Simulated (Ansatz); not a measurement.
# How BaHfO3 absorbs and reflects light

Aim: the dielectric function of BaHfO3, and the optical constants that follow from it.

Main program and level: Ansatz 0.2.0; DFT, PBE, plane-wave PAW, default files, scalar-relativistic, independent-particle optical response without local fields.

Most raw output is cut from this account.

## 1. Starting point

Symmetry: P4mm, No. 99, tetragonal system. Conventional cell: a = 4.170 Å, b = 4.170 Å, c = 4.170 Å, α = 90.00°, β = 90.00°, γ = 90.00°. Nearest to Hf lie 6 O at 2.08 to 2.09 Å. Nearest to Ba lie 12 O at 2.94 to 2.96 Å. O has 2 Hf at 2.08 to 2.09 Å and 4 Ba at 2.95 Å nearest. Nearest to O lie 2 Hf at 2.08 Å and 4 Ba at 2.94 to 2.96 Å. Farther neighbours and most contacts between anions are not listed.

## 2. Ground state and bands

First the ground state: is it a metal or has it a gap?

This step: DFT, PBE, plane-wave PAW, default files, scalar-relativistic, ground state (Ansatz 0.2.0).

Contents of input.yaml:

```yaml
crystal:
  lattice:
    - [4.1695667999, 0.0, 0.0]
    - [0.0, 4.1695667999, 0.0]
    - [0.0, 0.0, 4.1703766343]
  atoms:
    - { symbol: Hf, position: [0.0, 0.0, 0.49787533] }
    - { symbol: Ba, position: [0.5, 0.5, 0.99642496] }
    - { symbol: O, position: [0.0, 0.0, 0.99794122] }
    - { symbol: O, position: [0.5, 0.0, 0.49889014] }
    - { symbol: O, position: [0.0, 0.5, 0.49889014] }
kpoints:
  mp_grid: { grid: [6, 6, 6] }
  band_path:
    path:
      - [[0.0, 0.0, 0.0], [0.0, 0.5, 0.0], [0.5, 0.5, 0.0], [0.0, 0.0, 0.0], [0.0, 0.0, 0.5], [0.0, 0.5, 0.5], [0.5, 0.5, 0.5], [0.0, 0.0, 0.5]]
      - [[0.0, 0.5, 0.0], [0.0, 0.5, 0.5]]
      - [[0.5, 0.5, 0.0], [0.5, 0.5, 0.5]]
    npoints: 6
scf:
  occupations: { method: fermi_dirac, width: 0.05 }
  n_extra_bands: 9
hamiltonian:
  xc: pbe
  pseudopotentials: { kind: paw }
output:
  forces: true
  stress: true
  populations: true
  write_bands: true
  write_density: true
  write_potential: true
  elf: true
  volumetric_format: npy
```

Command:

```bash
$ ansatz run input.yaml --threads 4 --pin off --max-ram 8192MiB --backend cpu --events-out ev --progress --plain --runs-dir out
```

It took 4.9 s on 4 threads of Arm Neoverse V2, shared host; peak memory 0.41 GiB.

Read-outs, printed or worked out from the files:

- free energy: -23382.4044 eV
- Fermi energy: 13.49 eV
- gap by band count: 3.675 eV
- electrons: 54
- symmetry operations: 8
- pressure: 4.277 GPa
- gap on the k-mesh: 3.675 eV
- volume: 72.50 Å³
- gap on the path: 3.675 eV
- least direct gap on the path: 3.775 eV

There is a gap, 3.68 eV on the path, so no carriers' term is needed. The cell is left with a pressure of 4.3 GPa and forces up to 0.02 eV/Å, as it stands unrelaxed at this level.

The electronic bands at the labelled points (eV, zero at the Fermi level; v1 is the highest filled band, c1 the lowest empty one):

| point | v4 | v3 | v2 | v1 | c1 | c2 | c3 | c4 |
| --- | --- | --- | --- | --- | --- | --- | --- | --- |
| Γ | -2.83 | -1.97 | -1.97 | -1.97 | 1.81 | 1.81 | 1.81 | 2.93 |
| halfway | -3.18 | -3.06 | -2.16 | -2.16 | 2.02 | 3.07 | 3.07 | 3.78 |
| X | -3.58 | -3.48 | -2.28 | -2.28 | 2.28 | 4.55 | 4.55 | 4.73 |
| halfway | -3.12 | -2.91 | -2.60 | -2.30 | 3.38 | 4.48 | 4.54 | 5.52 |
| M | -2.79 | -2.73 | -2.73 | -1.92 | 4.47 | 4.47 | 4.83 | 5.16 |
| halfway | -3.22 | -2.79 | -2.44 | -2.34 | 3.19 | 3.23 | 3.41 | 4.76 |
| Γ | -2.83 | -1.97 | -1.97 | -1.97 | 1.81 | 1.81 | 1.81 | 2.93 |
| halfway | -3.18 | -3.06 | -2.16 | -2.16 | 2.02 | 3.07 | 3.07 | 3.78 |
| Z | -3.57 | -3.48 | -2.28 | -2.28 | 2.28 | 4.55 | 4.55 | 4.73 |
| halfway | -3.12 | -2.91 | -2.60 | -2.30 | 3.38 | 4.48 | 4.54 | 5.52 |
| R | -2.79 | -2.73 | -2.73 | -1.92 | 4.47 | 4.47 | 4.83 | 5.16 |
| halfway | -4.27 | -2.34 | -2.34 | -1.89 | 4.57 | 4.64 | 4.64 | 5.64 |
| A | -4.33 | -1.87 | -1.87 | -1.87 | 4.28 | 4.28 | 4.28 | 6.01 |
| halfway | -3.92 | -2.65 | -2.40 | -2.28 | 3.96 | 4.55 | 4.82 | 5.50 |
| Z | -3.57 | -3.48 | -2.28 | -2.28 | 2.28 | 4.55 | 4.55 | 4.73 |
| jump to X | -3.58 | -3.48 | -2.28 | -2.28 | 2.28 | 4.55 | 4.55 | 4.73 |
| halfway | -3.12 | -2.91 | -2.60 | -2.30 | 3.38 | 4.48 | 4.54 | 5.52 |
| R | -2.79 | -2.73 | -2.73 | -1.92 | 4.47 | 4.47 | 4.83 | 5.16 |
| jump to M | -2.79 | -2.73 | -2.73 | -1.92 | 4.47 | 4.47 | 4.83 | 5.16 |
| halfway | -4.28 | -2.34 | -2.34 | -1.89 | 4.57 | 4.64 | 4.64 | 5.64 |
| A | -4.33 | -1.87 | -1.87 | -1.87 | 4.28 | 4.28 | 4.28 | 6.01 |

ELF in the ac plane at fractional y = 0.000, with atoms of Hf and O within 0.2 Å of it. It is the smooth field of the valence electrons, not physical close to the nuclei.

Ten even steps from '0' (0.01) to '9' (0.84), each cell a mean:
```
68972000004898
99851000002699
55310133211245
32101477631012
87314899972158
99725988993389
99835963893499
99835976893499
98514899982279
54102688851024
33211244310123
88631011001478
79972000004798
47973000005896
```
Atoms in or near the plane, at fractional coordinates: Hf at (0.00, 0.50), O at (0.00, 0.00), O at (0.50, 0.50).

Valence density in the ac plane at fractional y = 0.000, with atoms of Hf and O within 0.2 Å of it. It is the smooth field of the valence electrons, not physical close to the nuclei.

Ten steps, logarithmic in the rise over the least value, from '_' (0 e/Å³) to '@' (32 e/Å³), each cell a mean:
```
**++--..______________..==++
====::..______________..--==
::::..__________________..::
--::..____........______..::
**++--....::------::....==**
%%##++::::--++++==--::--**%%
@@@@**--::==****++==::==##@@
@@%%++--::==****++--::--##@@
##**==::..::====--::..::++**
==--::......::::::..__..::==
::::..__________________..::
----....______________..::--
**++--..______________..==++
****--..______________::==**
```
Atoms in or near the plane, at fractional coordinates: Hf at (0.00, 0.50), O at (0.00, 0.00), O at (0.50, 0.50).

## 3. Spectrum

With the density converged, the vertical transitions are summed over the zone.

This step: DFT, PBE, plane-wave PAW, default files, scalar-relativistic, independent-particle optical response without local fields (Ansatz 0.2.0).

input.yaml, the sections that differ from step 2:

```yaml
kpoints:
  mp_grid: { grid: [6, 6, 6] }
scf:
  occupations: { method: fixed }
output:
  optics:
    e_range: [0, 20]
    de: 0.05
    sigma: 0.15
    nscf_kmesh: { grid: [6, 6, 6] }
    bands: { spectra_wanted_up_to: 20 }
# crystal, hamiltonian: as in step 2
```

Elapsed: 50 s, on 4 threads; peak memory 1.3 GiB; 3.3 min of CPU time.

Numbers from this step:

```
electronic dielectric constant ε∞, mean over x, y and z (by symmetry where fewer were run) : 4.829
absorption onset, first axis (α over 10⁴ cm⁻¹, or the direct gap if that lies higher)      : 3.832 eV
main peak of Im epsilon, first axis                                                        : 6.677 eV
centre of weight of the strongest loss peak in the window                                  : 13.05 eV
least direct gap on the mesh                                                               : 3.775 eV
bands summed                                                                               : 67
spectra valid up to                                                                        : 28.32 eV
program's estimate of the k-sum error in Im epsilon                                        : 0.08 %
electrons in the f-sum                                                                     : 30.91
```

The Im ε, any direction has structure finer than the step of the table below, so its rows give means over 1 eV, whole bins alone (the curve runs from 0 to 20 eV). Peaks (eV: height): 6.7: 8.97, 10.5: 6.25, 19.2: 3.85.

The Im ε, any direction by photon energy; means over each step:

| photon energy (eV) | Im ε, any direction |
| --- | --- |
| 3 | 1.6e-5 |
| 4 | 0.356 |
| 5 | 2.53 |
| 6 | 5.22 |
| 7 | 6.42 |
| 8 | 4.09 |
| 9 | 4.40 |
| 10 | 5.30 |
| 11 | 4.30 |
| 12 | 2.11 |
| 13 | 1.31 |
| 14 | 1.10 |
| 15 | 1.19 |
| 16 | 2.25 |
| 17 | 3.19 |
| 18 | 3.03 |
| 19 | 3.32 |

The Re ε, any direction by photon energy:

| photon energy (eV) | Re ε, any direction |
| --- | --- |
| 0.0 | 4.83 |
| 0.5 | 4.84 |
| 1.0 | 4.89 |
| 1.5 | 4.97 |
| 2.0 | 5.10 |
| 2.5 | 5.29 |
| 3.0 | 5.56 |
| 3.5 | 6.00 |
| 4.0 | 6.78 |
| 4.5 | 7.68 |
| 5.0 | 7.79 |
| 5.5 | 7.47 |
| 6.0 | 7.54 |
| 6.5 | 6.37 |
| 7.0 | 1.17 |
| 7.5 | 2.25 |
| 8.0 | 2.75 |
| 8.5 | 2.56 |
| 9.0 | 2.64 |
| 9.5 | 2.54 |
| 10.0 | 1.90 |
| 10.5 | 0.413 |
| 11.0 | -1.09 |
| 11.5 | -0.933 |
| 12.0 | -0.781 |
| 12.5 | -0.0174 |
| 13.0 | 0.0949 |
| 13.5 | 0.662 |
| 14.0 | 1.32 |
| 14.5 | 1.18 |
| 15.0 | 1.78 |
| 15.5 | 2.33 |
| 16.0 | 2.03 |
| 16.5 | 2.10 |
| 17.0 | 1.67 |
| 17.5 | 0.789 |
| 18.0 | 0.576 |
| 18.5 | 0.487 |
| 19.0 | 0.103 |
| 19.5 | -1.75 |
| 20.0 | -0.916 |

The loss function −Im 1/ε at q → 0, any direction by energy loss; read off at these points:

energy loss (eV), loss function −Im 1/ε at q → 0, any direction and a bar:
```
     3.50      0.000 
     4.00      0.007 
     4.50      0.018 #
     5.00      0.039 #
     5.50      0.053 ##
     6.00      0.060 ##
     6.50      0.076 ##
     7.00      0.155 #####
     7.50      0.193 ######
     8.00      0.161 #####
     8.50      0.186 ######
     9.00      0.162 #####
     9.50      0.158 #####
    10.00      0.178 ######
    10.50      0.159 #####
    11.00      0.232 #######
    11.50      0.312 ##########
    12.00      0.427 ##############
    12.50      0.634 ####################
    13.00      0.714 #######################
    13.30      0.946 ##############################
    13.50      0.726 #######################
    14.00      0.371 ############
    14.50      0.423 #############
    15.00      0.242 ########
    15.50      0.205 #######
    16.00      0.243 ########
    16.50      0.233 #######
    17.00      0.231 #######
    17.50      0.310 ##########
    18.00      0.338 ###########
    18.10      0.344 ###########
    18.50      0.269 #########
    19.00      0.325 ##########
    19.50      0.268 #########
    20.00      0.492 ################
```

Table of refractive index n and extinction k by photon energy:

| photon energy (eV) | n | k |
| --- | --- | --- |
| 0.0 | 2.20 | 0 |
| 0.5 | 2.20 | 0 |
| 1.0 | 2.21 | 0 |
| 1.5 | 2.23 | 0 |
| 2.0 | 2.26 | 0 |
| 2.5 | 2.30 | 0 |
| 3.0 | 2.36 | 0 |
| 3.5 | 2.45 | 8.6e-5 |
| 4.0 | 2.60 | 0.0591 |
| 4.5 | 2.78 | 0.191 |
| 5.0 | 2.83 | 0.462 |
| 5.5 | 2.81 | 0.654 |
| 6.0 | 2.87 | 0.842 |
| 6.5 | 2.88 | 1.39 |
| 7.0 | 1.94 | 1.61 |
| 7.5 | 1.83 | 1.05 |
| 8.0 | 2.01 | 1.13 |
| 8.5 | 1.86 | 0.949 |
| 9.0 | 2.00 | 1.17 |
| 9.5 | 2.02 | 1.25 |
| 10.0 | 1.89 | 1.29 |
| 10.5 | 1.83 | 1.71 |
| 11.0 | 1.24 | 1.62 |
| 11.5 | 1.03 | 1.41 |
| 12.0 | 0.838 | 1.22 |
| 12.5 | 0.883 | 0.893 |
| 13.0 | 0.864 | 0.807 |
| 13.5 | 0.939 | 0.469 |
| 14.0 | 1.23 | 0.433 |
| 14.5 | 1.20 | 0.520 |
| 15.0 | 1.38 | 0.366 |
| 15.5 | 1.61 | 0.529 |
| 16.0 | 1.61 | 0.743 |
| 16.5 | 1.65 | 0.793 |
| 17.0 | 1.67 | 1.06 |
| 17.5 | 1.40 | 1.08 |
| 18.0 | 1.32 | 1.08 |
| 18.5 | 1.45 | 1.27 |
| 19.0 | 1.26 | 1.22 |
| 19.5 | 0.804 | 1.55 |
| 20.0 | 0.635 | 1.15 |

The reflectivity at normal incidence, any direction has structure finer than the step of the table below, so its rows give means over 0.5 eV, whole bins alone (the curve runs from 0 to 20 eV). Peaks (eV: height): 6.75: 34.9, 10.80: 36.6, 19.55: 43.6.

The reflectivity at normal incidence, any direction by photon energy; means over each step:

photon energy (eV), reflectivity at normal incidence, any direction (%) and a bar from the least value:
```
      0.5       14.1 ########
      1.0       14.2 ########
      1.5       14.5 ########
      2.0       14.9 ########
      2.5       15.5 #########
      3.0       16.4 ##########
      3.5       17.7 ###########
      4.0       19.8 #############
      4.5       22.3 ###############
      5.0       23.9 ################
      5.5       24.8 #################
      6.0       27.0 ###################
      6.5       32.2 #######################
      7.0       30.5 ######################
      7.5       20.3 #############
      8.0       21.5 ##############
      8.5       19.4 ############
      9.0       22.3 ###############
      9.5       24.1 ################
     10.0       25.2 #################
     10.5       32.7 #######################
     11.0       35.2 #########################
     11.5       32.6 #######################
     12.0       30.0 #####################
     12.5       19.7 ############
     13.0       16.1 #########
     13.5        6.6 #
     14.0        4.9 
     14.5        5.9 #
     15.0        5.2 
     15.5        9.2 ####
     16.0       12.2 ######
     16.5       13.8 #######
     17.0       18.8 ############
     17.5       19.5 ############
     18.0       18.8 ############
     18.5       23.1 ###############
     19.0       25.7 #################
     19.5       40.6 ##############################
```

At chosen wavelengths:

| wavelength (nm) | n | k | R (%) | 1/α |
| --- | --- | --- | --- | --- |
| 1550 | 2.21 | 0.000 | 14.2 | over 1 mm |
| 633 | 2.26 | 0.000 | 14.9 | over 1 mm |
| 532 | 2.28 | 0.000 | 15.3 | over 1 mm |
| 365 | 2.43 | 0.000 | 17.3 | over 1 mm |
| 308 | 2.61 | 0.064 | 19.9 | 383 nm |
| 248 | 2.83 | 0.461 | 23.9 | 43 nm |
| 193 | 2.91 | 1.273 | 31.2 | 12 nm |

Rows near the edge hang on the gap, which this functional as a rule makes too small, and phonon-assisted absorption is left out.

A film 1 µm thick would pass 74 % of daylight and look colourless, dimmed by reflection in transmission (x = 0.314, y = 0.331).

The f-sum over the summed bands holds 30.9 of the cell's 54 electrons outside the frozen cores, 20 of which lie in bands more than 12 eV below the Fermi level, whose transitions come at higher energies. Up to 20 eV the strength has a mean oscillator energy of 10.2 eV, well above the main peak, so higher transitions carry much of it.

## 4. Static response with local fields

A static field by perturbation theory: the induced potential is included, and the Born charges come with it.

This step: DFT, PBE, plane-wave PAW, default files, scalar-relativistic, static field response by perturbation theory with local fields (Ansatz 0.2.0).

Edit input.yaml of step 3 so:

```diff
@@ -18,8 +18,2 @@
   pseudopotentials: { kind: paw }
-output:
-  optics:
-    e_range: [0, 20]
-    de: 0.05
-    sigma: 0.15
-    nscf_kmesh: { grid: [6, 6, 6] }
-    bands: { spectra_wanted_up_to: 20 }
+dielectric: {}
```

It took 35 s on 4 threads; peak memory 1 GiB; 2.2 min of CPU time.

Read-outs, printed or worked out from the files:

- electronic dielectric constant ε∞, mean over x, y and z (by symmetry where fewer were run): 4.679

ε∞ with local fields:

```
4.68 0.00 0.00
0.00 4.68 0.00
0.00 0.00 4.68
```

Diagonal elements. Born, by row:

| atom | Z*xx (e) | Z*yy (e) | Z*zz (e) |
| --- | --- | --- | --- |
| Hf1 | 5.829 | 5.829 | 5.827 |
| Ba2 | 2.774 | 2.774 | 2.774 |
| O3 | -2.013 | -2.013 | -4.575 |
| O4 | -4.578 | -2.013 | -2.013 |
| O5 | -2.013 | -4.578 | -2.013 |

Mean Born charges are Hf +5.83, Ba +2.77 and O -2.87, against formal valences of +4, +2 and -2. That of Hf exceeds its valence by 46 %, the mark of charge moving along hybridised bonds as the atoms shift.

## 5. Summary of results

| Quantity | Value |
| --- | --- |
| gap on the path | 3.68 eV |
| least direct gap on the path | 3.77 eV |
| electronic dielectric constant ε∞, mean over x, y and z (by symmetry where fewer were run) (independent particles) | 4.83 |
| absorption onset, first axis (α over 10⁴ cm⁻¹, or the direct gap if that lies higher) | 3.83 eV |
| main peak of Im epsilon, first axis | 6.68 eV |
| centre of weight of the strongest loss peak in the window, first axis | 13.0 eV |
| electronic dielectric constant ε∞, mean over x, y and z (by symmetry where fewer were run) (static response with local fields) | 4.68 |

What this shows: At this level (PBE, independent particles) BaHfO3 has ε∞ = 4.83 (4.68 with local fields) and n = 2.21 at 1550 nm; absorption sets in near 3.8 eV, and Im ε peaks at 6.7 eV. The gap is indirect (3.68 eV), so absorption without phonons can begin only at the direct gap of 3.77 eV. The absorption coefficient passes 10⁴ cm⁻¹ at 3.83 eV, in the ultraviolet, so the visible is passed. The strongest loss structure up to 20 eV has its centre of weight at 13.0 eV; a free-electron gas of the 30.9 electrons in the f-sum would put its plasmon at 24.2 eV. Distinct maxima of Im ε, read by a parabola through the highest points, lie at 6.68 eV (9.0), 7.99 eV (4.5), 9.61 eV (5.2) and 10.48 eV (6.3). The f-sum over the summed bands holds 30.9 of the cell's 54 electrons outside the frozen cores, 20 of which lie in bands more than 12 eV below the Fermi level, whose transitions come at higher energies. Up to 20 eV the strength has a mean oscillator energy of 10.2 eV, well above the main peak, so higher transitions carry much of it. A film 1 µm thick would pass 74 % of daylight and look colourless, dimmed by reflection in transmission (x = 0.314, y = 0.331). With local fields and the functional's kernel the static response is 4.68 against 4.83 for independent particles (-3 %). In the base spectrum excitons and phonon-assisted transitions are missing, and so are local fields; PBE gaps are as a rule too small, which pulls the onset down and ε∞ up. In the base run ε includes the program's bounded estimate of what the bands above those summed add. Spin-orbit coupling is left out although heavy atoms are present.

[Logs are printed without paths, hosts, clocks, repeated set-up lines and the standing remarks that a program may print on its own settings, such as how far it seeks lower states.]

[Hosts, paths, dates, database ids (printed as entryN), source tags and the programs' standing remarks are cut or masked in the printed files.]
